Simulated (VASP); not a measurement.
Set up this calculation in VASP 6.6.1, as the native input.

```
Task                   : electron localisation function
Functional             : PBE
Potentials or basis    : VASP PAW PBE potentials, release 64 (Pt, Se)
Cutoff                 : 520 eV
k mesh                 : 8 × 8 × 5
Occupations            : gaussian, width 0.02 eV
Spin                   : no spin polarisation
Further INCAR settings : ALGO = Normal; EDIFF = 1e-07
```

The structure of PtSe2 (Sudovikovite) lies in POSCAR:

```
PtSe2
1.0
    3.7240000000      0.0000000000      0.0000000000
   -1.8620000000      3.2250786037      0.0000000000
    0.0000000000      0.0000000000      5.0620000000
Pt Se
1 2
Direct
    0.0000000000      0.0000000000      0.0000000000
    0.6666666667      0.3333333333      0.7500000000
    0.3333333333      0.6666666667      0.2500000000
```

The input as run:

INCAR

```
SYSTEM = PtSe2
PREC = Accurate ; ENCUT = 520
EDIFF = 1E-7 ; ISMEAR = 0
SIGMA = 0.02 ; LREAL = .FALSE.
LASPH = .TRUE. ; NELM = 80
ALGO = Normal ; ISIF = 2
LWAVE = .FALSE. ; LCHARG = .TRUE.
GGA = PE ; LELF = .TRUE.
```

KPOINTS

```
Automatic mesh
0
G
  8 8 5
  0 0 0
```

Potentials or basis: VASP PAW PBE potentials, release 64 (Pt, Se).

Launch:

```console
$ cat potpaw_PBE.64/Pt/POTCAR potpaw_PBE.64/Se/POTCAR > POTCAR
$ mpirun -np 1 vasp_std > vasp.out
```

It gave:

```yaml
Pressure: 7.3 GPa
Largest_force: 0.575 eV/Å
Band_gap_on_the_k_mesh: none (metal or under the smearing width)
```

Run time: 31 s on 1 thread of Intel(R) Xeon(R) Platinum 8488C (Sapphire Rapids), on a shared host, peak memory 0.2 GiB.
